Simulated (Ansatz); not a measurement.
Ge (Cmcm), clamped-ion strain scan

Level of theory: Ansatz 0.2.0, DFT r2SCAN, scalar-relativistic, plane waves, PAW. Cutoff 500 eV, Γ-centred 24×24×12 k-points, Gaussian smearing of 0.15 eV. No spin polarisation. Energies are free energies at this smearing, counted from the undisturbed cell; pressure is positive in compression.

Reference structure (relaxed at this level; with this scan's settings it stands at -0.1 GPa; this form isn't the usual structure):

```
Ge
1.0
     1.39759   -2.52621    0.00000
     1.39759    2.52621    0.00000
     0.00000    0.00000    5.29923
Ge
2
Direct
  0.50026 0.49974 0.25000
  0.49974 0.50026 0.75000
```

The cell is strained by ε times the Voigt pattern (0, 0, 0, 0, 1, 0) (xx, yy, zz, yz, xz, xy; engineering shear) with fractional coordinates fixed. The cell is metallic on the mesh throughout.

ε, ΔE (meV/atom) and a bar:
```
  -0.1000       34.0 ##############################
  -0.0500        8.9 ########
   0.0000        0.0
   0.0250        2.3 ##
   0.0750       19.6 #################
   0.0875       26.4 #######################
```

By symmetry 0.1000 repeats -0.1000, -0.0750 repeats 0.0750, 0.0500 repeats -0.0500, -0.0250 repeats 0.0250 in energy, with the opposite slope along the path.

Cost: 6 runs of about 3.3 core-minutes in all, on AMD EPYC 9R45 (Zen 5) (shared hosts).